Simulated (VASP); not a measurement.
# CoSi (Pm-3m) in VASP: a series of runs

One crystal, CoSi, is run at these levels: PBEsol; tasks: single point.

All numbers are computed with VASP 6.6.1; they aren't measurements. Logs are shortened: lines on timing, memory, paths and dates and some standing lists are left out, and cuts for length are marked.

## 1. The crystal as given

It takes space group Pm-3m (No. 221, cubic). Conventional cell: a = 2.781 Å, b = 2.781 Å, c = 2.781 Å, α = 90.00°, β = 90.00°, γ = 90.00°. Around Co (site symmetry m-3m) lie 8 Si at 2.41 Å. Si (site symmetry m-3m) has 8 Co at 2.41 Å as nearest neighbours.

Measurements of this composition are mostly on another form, of space group No. 198.

## 2. Single point, PBEsol, collinear spin, ferromagnetic start

The input, INCAR:

```
ADDGRID = False
ALGO = Normal
EDIFF = 1E-7
ENCUT = 400
GGA = PS
ISIF = 2
ISMEAR = 1
ISPIN = 2
LASPH = True
LCHARG = False
LMAXMIX = 4
LORBIT = 11
LREAL = False
LWAVE = False
MAGMOM = 2 0
NELM = 100
PREC = Accurate
SIGMA = 0.15
```

The input, KPOINTS:

```
k-points
0
Gamma
  9 9 9
```

The input, POSCAR:

```
CoSi
1.0
    2.7813340000      0.0000000000      0.0000000000
    0.0000000000      2.7813340000      0.0000000000
    0.0000000000      0.0000000000      2.7813340000
Co Si
1 1
Direct
    0.0000000000      0.0000000000      0.0000000000
    0.5000000000      0.5000000000      0.5000000000
```

Potentials or basis: VASP PAW PBE potentials, release 64 (Co, Si).

Command:

```
$ cat potpaw_PBE.64/Co/POTCAR potpaw_PBE.64/Si/POTCAR > POTCAR
$ mpirun -np 1 vasp_std > vasp.out
```

OUTCAR:

```text
EDIFF = 1E-7
   ENCUT = 400
   GGA = PS
   ISIF = 2
   ISMEAR = 1
   ISPIN = 2
   LASPH = True
   LORBIT = 11
   LREAL = False
   NELM = 100
   PREC = Accurate

 Found     35 irreducible k-points:

 Following reciprocal coordinates:
            Coordinates               Weight
  0.000000  0.000000  0.000000      1.000000
  0.111111  0.000000  0.000000      6.000000
  0.222222  0.000000  0.000000      6.000000
  0.333333  0.000000  0.000000      6.000000
  0.444444  0.000000  0.000000      6.000000
  0.111111  0.111111  0.000000     12.000000
   k-points           NKPTS =     35   k-points in BZ     NKDIM =     35   number of bands    NBANDS=     11
   number of dos      NEDOS =    301   number of ions     NIONS =      2
   total plane-waves  NPLWV =   5832
   dimension x,y,z NGX =    18 NGY =   18 NGZ =   18
   dimension x,y,z NGXF=    36 NGYF=   36 NGZF=   36
   ions per type =               1   1
   NGX,Y,Z   is equivalent  to a cutoff of  10.76, 10.76, 10.76 a.u.
   NGXF,Y,Z  is equivalent  to a cutoff of  21.52, 21.52, 21.52 a.u.
 SYSTEM =  unknown system
   PREC   = accura    normal or accurate (medium, high low for compatibility)
   ISTART =      0    job   : 0-new  1-cont  2-samecut
   ICHARG =      2    charge: 1-file 2-atom 10-const
   ISPIN  =      2    spin polarized calculation?
   LNONCOLLINEAR =      F non collinear calculations
   LSORBIT =      F    spin-orbit coupling
   LASPH  =      T    aspherical Exc in radial PAW
   ENCUT  =  400.0 eV  29.40 Ry    5.42 a.u.   4.54  4.54  4.54*2*pi/ulx,y,z
   NELM   =    100;   NELMIN=  2; NELMDL= -5     # of ELM steps
   EDIFF  = 0.1E-06   stopping-criterion for ELM
   LREAL  =      F    real-space projection
   EDIFFG = 0.1E-05   stopping-criterion for IOM
   NSW    =      0    number of steps for IOM
   IBRION =     -1    ionic relax: 0-MD 1-quasi-New 2-CG
   NFREE  =      0    steps in history (QN), initial steepest desc. (CG)
   ISIF   =      2    stress and relaxation
   ISYM   =      2    0-nonsym 1-usesym 2-fastsym
   POTIM  = 0.5000    time-step for ionic-motion
   TEBEG  =    0.0;   TEEND  =   0.0 temperature during run
   PSTRESS=    0.0 pullay stress
   NELECT =      13.0000    total number of electrons
   NUPDOWN=      -1.0000    fix difference up-down
   EMIN   =  10.00;   EMAX   =-10.00  energy-range for DOS
   EFERMI =   0.00;   METHOD = LEGACY
   ISMEAR =     1;   SIGMA  =   0.15  broadening in eV -4-tet -1-fermi 0-gaus
   EFERMI_NEDOS =   21; number of points for ismear=-14 and -15
   IALGO  =     38    algorithm
   IMIX   =      4    mixing-type and parameters
     AMIX     =   0.40;   BMIX     =  1.00
     AMIX_MAG =   1.60;   BMIX_MAG =  1.00
  volume/ion in A,a.u.               =      10.76        72.60
  Fermi-wavevector in a.u.,A,eV,Ry     =   1.384000  2.615381 26.061367  1.915456
  Thomas-Fermi vector in A             =   2.508545
   LORBIT       =     11    0 simple, 1 ext, 2 COOP (PROOUT), +10 PAW based schemes
   GGA     = PS    functional components
   LHFCALC =     F    Hartree Fock is set to
   AEXX    =    0.0000 exact exchange contribution
   IVDW    =     0    specifies the selected vdW correction
   LEPSILON=     F    determine dielectric tensor
   LRPA    =     F    only Hartree local field effects (RPA)
 spin polarized calculation
 Methfessel and Paxton  Order N= 1 SIGMA  =   0.15
  energy-cutoff  :      400.00
  volume of cell :       21.52
 maximum number of plane-waves:       402
 NGX is ok and might be reduce to    18
   NGX =  9   NGY =  9   NGZ =  9

 number of electron      13.0000007 magnetization       0.4647078

 Free energy of the ion-electron system (eV)
  ---------------------------------------------------
  ext. energy  EPLUGINS =         0.00000000
  ---------------------------------------------------
  free energy    TOTEN  =       -14.53439675 eV

  energy without entropy =      -14.53055587  energy(sigma->0) =      -14.53311646

 E-fermi :  12.7154     XC(G=0): -13.0470

 val. band max:       12.6974512886   @ k =   0.4444   0.4444   0.3333
 cond. band min:      12.7200019037   @ k =   0.2222   0.0000   0.0000
 fundamental gap:      0.0225506151
 Fermi energy:        12.7153836517

 spin component 1

 k-point     1 :       0.0000    0.0000    0.0000
  band No.  band energies     occupation
      1      -1.5230      1.00000
      2       8.6447      1.00000
      3       8.6447      1.00000
      4      11.1924      1.00000
      5      11.1924      1.00000
      6      11.1924      1.00000
      7      15.7138     -0.00000
      8      15.7138     -0.00000
      9      15.7138     -0.00000
     10      20.2108      0.00000
     11      20.2108      0.00000

 k-point     2 :       0.1111    0.0000    0.0000
  band No.  band energies     occupation
      1      -1.2856      1.00000
      2       8.5117      1.00000
      3       8.7232      1.00000
      4      10.9925      1.00000
      5      10.9925      1.00000
      6      11.2096      1.00000
      7      14.3736     -0.00000
      8      16.1173      0.00000
      9      16.1173      0.00000
     10      20.1346      0.00000
     11      21.4137      0.00000

 k-point     3 :       0.2222    0.0000    0.0000
  band No.  band energies     occupation
      1      -0.5837      1.00000
      2       7.8036      1.00000
      3       8.9310      1.00000
      4      10.5721      1.00000
      5      10.5721      1.00000
      6      11.2537      1.00000
      7      12.7200      0.47396
      8      17.1585      0.00000
      9      17.1585      0.00000
     10      19.9236      0.00000
     11      22.7312      0.00000

 k-point     4 :       0.3333    0.0000    0.0000
  band No.  band energies     occupation
      1       0.5439      1.00000
      2       6.2056      1.00000
      3       9.1841      1.00000
      4      10.1844      1.00000
      5      10.1844      1.00000
      6      11.3040      1.00000
      7      12.1123      1.00000
      8      18.6019      0.00000
      9      18.6019      0.00000
     10      19.6447      0.00000
     11      23.7058      0.00000

 k-point     5 :       0.4444    0.0000    0.0000
  band No.  band energies     occupation
      1       1.9473      1.00000
      2       4.3613      1.00000
      3       9.3610      1.00000
      4       9.9645      1.00000
      5       9.9645      1.00000
      6      11.3373      1.00000
      7      12.0676      1.00000
      8      19.4377      0.00000
      9      20.2651      0.00000
     10      20.2651      0.00000
     11      22.7441      0.00000

 k-point     6 :       0.1111    0.1111    0.0000
  band No.  band energies     occupation
      1      -1.0504      1.00000
      2       8.5289      1.00000
      3       8.6787      1.00000
      4      10.7563      1.00000
      5      10.9424      1.00000
      6      11.0988      1.00000
      7      14.5100     -0.00000
      8      14.9462     -0.00000
      9      16.4930      0.00000
     10      20.6876      0.00000
     11      22.2975      0.00000

 [... further k-points ...]

 spin component 2

 k-point     1 :       0.0000    0.0000    0.0000
  band No.  band energies     occupation
      1      -1.5050      1.00000
      2       9.1137      1.00000
      3       9.1137      1.00000
      4      11.5199      1.00000
      5      11.5199      1.00000
      6      11.5199      1.00000
      7      15.7353      0.00000
      8      15.7353      0.00000
      9      15.7353      0.00000
     10      20.4283      0.00000
     11      20.4283      0.00000

 k-point     2 :       0.1111    0.0000    0.0000
  band No.  band energies     occupation
      1      -1.2675      1.00000
      2       8.9295      1.00000
      3       9.2003      1.00000
      4      11.3047      1.00000
      5      11.3047      1.00000
      6      11.5379      1.00000
      7      14.5178     -0.00000
      8      16.1528      0.00000
      9      16.1528      0.00000
     10      20.3312      0.00000
     11      21.5680      0.00000

 k-point     3 :       0.2222    0.0000    0.0000
  band No.  band energies     occupation
      1      -0.5656      1.00000
      2       8.0516      1.00000
      3       9.4308      1.00000
      4      10.8609      1.00000
      5      10.8609      1.00000
      6      11.5840      1.00000
      7      13.1020     -0.00081
      8      17.2143      0.00000
      9      17.2143      0.00000
     10      20.0620      0.00000
     11      22.8385      0.00000

 k-point     4 :       0.3333    0.0000    0.0000
  band No.  band energies     occupation
      1       0.5624      1.00000
      2       6.3083      1.00000
      3       9.7146      1.00000
      4      10.4581      1.00000
      5      10.4581      1.00000
      6      11.6365      1.00000
      7      12.6908      0.63662
      8      18.6699      0.00000
      9      18.6699      0.00000
     10      19.7072      0.00000
     11      23.7800      0.00000

 k-point     5 :       0.4444    0.0000    0.0000
  band No.  band energies     occupation
      1       1.9645      1.00000
      2       4.4189      1.00000
      3       9.9154      1.00000
      4      10.2314      1.00000
      5      10.2314      1.00000
      6      11.6713      1.00000
      7      12.7248      0.44698
      8      19.4446      0.00000
      9      20.3449      0.00000
     10      20.3449      0.00000
     11      22.7903      0.00000

 k-point     6 :       0.1111    0.1111    0.0000
  band No.  band energies     occupation
      1      -1.0323      1.00000
      2       8.9350      1.00000
      3       9.1258      1.00000
      4      11.0608      1.00000
      5      11.2483      1.00000
      6      11.4225      1.00000
      7      14.6933     -0.00000
      8      15.0636     -0.00000
      9      16.5390      0.00000
     10      20.8410      0.00000
     11      22.4162      0.00000

 [... further k-points ...]

------------------------ aborting loop because EDIFF is reached ----------------------------------------

  FORCE on cell =-STRESS in cart. coord.  units (eV):
  Direction    XX          YY          ZZ          XY          YZ          ZX
  --------------------------------------------------------------------------------------
  -------------------------------------------------------------------------------------
  Total       -0.8317252     -0.8317252     -0.8317252      0.0000000     -0.0000000      0.0000000
  in kB      -61.9342650    -61.9342650    -61.9342650      0.0000000     -0.0000000      0.0000000
  external PRESSURE =     -61.9342650 kB  Pullay stress =       0.0000000 kB

 VOLUME and BASIS-vectors are now :
 -----------------------------------------------------------------------------
  energy-cutoff  :      400.00
  volume of cell :       21.52
      direct lattice vectors                 reciprocal lattice vectors
     2.781334000  0.000000000  0.000000000     0.359539703  0.000000000  0.000000000
     0.000000000  2.781334000  0.000000000     0.000000000  0.359539703  0.000000000
     0.000000000  0.000000000  2.781334000     0.000000000  0.000000000  0.359539703

 POSITION                                       TOTAL-FORCE (eV/Angst)
 -----------------------------------------------------------------------------------
      0.00000      0.00000      0.00000         0.000000      0.000000      0.000000
      1.39067      1.39067      1.39067         0.000000      0.000000      0.000000
 -----------------------------------------------------------------------------------
    total drift:                               -0.000000     -0.000000      0.000000

  FREE ENERGIE OF THE ION-ELECTRON SYSTEM (eV)
  ---------------------------------------------------
  free  energy   TOTEN  =       -14.5343967511 eV

  energy  without entropy=      -14.5305558684  energy(sigma->0) =      -14.53311646

 total charge

# of ion       s       p       d       tot
------------------------------------------
    1        0.441   0.587   7.585   8.614
    2        0.717   0.859   0.000   1.575
--------------------------------------------------
tot          1.158   1.446   7.585  10.189

 magnetization (x)

# of ion       s       p       d       tot
------------------------------------------
    1        0.006  -0.001   0.456   0.461
    2        0.007   0.008   0.000   0.015
--------------------------------------------------
tot          0.013   0.007   0.456   0.476
```

Wall time 6.2 s (1 thread of Intel Xeon 6975P-C (Granite Rapids), shared host); peak memory 0.13 GiB.

The run converged, but some of its settings lie outside the range that counts as converged, so its numbers aren't taken as properties of the crystal.

What came out:

```yaml
Free_energy: -14.5344 eV
Pressure: -6.2 GPa
Band_gap_on_the_k_mesh: none (metal or under the smearing width)
Net_moment: 0.46 μB per cell
Site_moments: Co +0.46; Si +0.01 μB
Valence_electrons_inside_the_program's_atomic_spheres: Co 8.61; Si 1.57
```

Caveat: the PAW data sets were made with another functional, which shifts forces and pressure a little.

## 3. Single point, PBEsol, collinear spin, ferromagnetic start

INCAR, as its differences from that of step 2:

```diff
@@ -3,3 +3,3 @@
 EDIFF = 1E-7
-ENCUT = 400
+ENCUT = 350
 GGA = PS
```

The input, KPOINTS:

```
k-points
0
Gamma
  10 10 10
```

POSCAR is that of step 2.

Potentials or basis: VASP PAW PBE potentials, release 64 (Co, Si).

Command:

```
$ cat potpaw_PBE.64/Co/POTCAR potpaw_PBE.64/Si/POTCAR > POTCAR
$ mpirun -np 1 vasp_std > vasp.out
```

Run time: 8.1 s. Hardware: 1 thread of Intel Xeon 6975P-C (Granite Rapids), shared host; peak memory 0.13 GiB.

The run converged, but some of its settings lie outside the range that counts as converged, so its numbers aren't taken as properties of the crystal.

Results:

* Free energy: -14.5406 eV
* Pressure: -6.6 GPa
* Band gap on the k mesh: none (metal or under the smearing width)
* Net moment: 0.53 μB per cell
* Site moments: Co +0.53; Si +0.01 μB
* Valence electrons inside the program's atomic spheres: Co 8.61; Si 1.57

Caveat: the PAW data sets were made with another functional, which shifts forces and pressure a little.

## 4. Single point, PBEsol, collinear spin, ferromagnetic start

INCAR, as its differences from that of step 3:

```diff
@@ -3,3 +3,3 @@
 EDIFF = 1E-7
-ENCUT = 350
+ENCUT = 450
 GGA = PS
```

The input, KPOINTS:

```
k-points
0
Gamma
  9 9 9
```

POSCAR is that of step 3.

Command:

```
$ cat potpaw_PBE.64/Co/POTCAR potpaw_PBE.64/Si/POTCAR > POTCAR
$ mpirun -np 1 vasp_std > vasp.out
```

Wall time 7.2 s (1 thread of Intel Xeon 6975P-C (Granite Rapids), shared host); peak memory 0.14 GiB.

These settings aren't checked as converged: the numbers below hold their error.

Results:

| Quantity | Value |
| --- | --- |
| Free energy | -14.5333 eV |
| Pressure | -6.0 GPa |
| Band gap on the k mesh | none (metal or under the smearing width) |
| Net moment | 0.46 μB per cell |
| Site moments | Co +0.46; Si +0.01 μB |
| Valence electrons inside the program's atomic spheres | Co 8.62; Si 1.58 |

Caveat: the PAW data sets were made with another functional, which shifts forces and pressure a little.

(Part 1 of 2 ends here.)
